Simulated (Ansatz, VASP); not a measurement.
# HfC in VASP and in Ansatz

INCAR

```
SYSTEM = HfC
  ALGO = Normal
  EDIFF = 1E-6
  ENCUT = 520
  GGA = PE
  ISIF = 2
  ISMEAR = 1
  IVDW = 12
  LASPH = .TRUE.
  LCHARG = .TRUE.
  LELF = .TRUE.
  LREAL = .FALSE.
  LVHAR = .TRUE.
  LWAVE = .FALSE.
  NBANDS = 14
  NELM = 80
  PREC = Accurate
  SIGMA = 0.1
```

The input KPOINTS:

```
k-points
0
G
  11 11 11
  0 0 0
```

The input POSCAR:

```
HfC
1.0
    0.0000000000      2.4145097574      2.4145097574
    2.4145097574      0.0000000000      2.4145097574
    2.4145097574      2.4145097574      0.0000000000
Hf C
1 1
Direct
    0.5000000000      0.5000000000      0.5000000000
    0.0000000000      0.0000000000      0.0000000000
```

Input for Ansatz:

```yaml
crystal:
  lattice:
    - [0.0, 2.4145097573607637, 2.4145097573607637]
    - [2.4145097573607637, 0.0, 2.4145097573607637]
    - [2.4145097573607637, 2.4145097573607637, 0.0]
  atoms:
    - { symbol: Hf, position: [0.5, 0.5, 0.5] }
    - { symbol: C, position: [0.0, 0.0, 0.0] }
basis:
  ecutwfc: 510.0
kpoints:
  mp_grid:
    grid: [11, 11, 11]
hamiltonian:
  xc: pbe
  dispersion: d3bj
scf:
  occupations:
    method: cold
    width: 0.1
```

Alike in both runs: task single point; functional PBE; dispersion D3(BJ); k mesh 11 × 11 × 11; no spin polarisation.

|  | VASP | Ansatz |
| --- | --- | --- |
| version | VASP 6.6.1 | Ansatz 0.2.0 |
| potentials or method | VASP PAW PBE potentials, release 64 (Hf_pv, C) | plane waves, PAW |
| plane-wave cutoff (eV) | 520 | 510 |
| occupations | methfessel-paxton of order 1, width 0.1 eV | cold, width 0.1 eV |
| valence electrons in the cell | 14 | 30 |

VASP gave:

| Property | Result |
| --- | --- |
| dispersion energy (meV/atom) | -317.9 |

Question: Estimate Ansatz's values.

Answer: Dispersion energy (meV/atom): -318.0.

The two sets of potentials don't hold the same shells in valence.

 Spin-orbit coupling is left out, which matters for the levels of Hf.
